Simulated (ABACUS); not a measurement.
The system is PbS (Galena).

```
Pb S
1.0
     0.00000    2.96575    2.96575
     2.96575    0.00000    2.96575
     2.96575    2.96575    0.00000
Pb S
1 1
Direct
  0.00000 0.00000 0.00000
  0.50000 0.50000 0.50000
```

Base run:

```yaml
Program: ABACUS 3.10.1
Functional: PBEsol
Potentials_or_basis: PseudoDojo NC SR 0.4.1 PBE standard
Cutoff: 1361 eV
Density_cutoff: 5442 eV
Basis: DZP LCAO (the cutoffs set its grid)
k_mesh: 7 × 7 × 7
Occupations: fermi-dirac, width 0.05 eV
Spin: no spin polarisation
```

Its results: pressure 0.3 GPa.

Problem. The run is repeated on the same cell with these changes: functional from PBEsol to BLYP; potentials or basis from PseudoDojo NC SR 0.4.1 PBE standard to SG15 ONCV 1.2 PBE. What comes out?

Solution. Pressure 6.8 GPa.

Caveats: the atomic orbitals were generated for these runs and aren't a published set; the potentials were made for another functional, which shifts forces and pressure; the basis of atomic orbitals isn't converged, which shifts pressures, moduli and gaps.
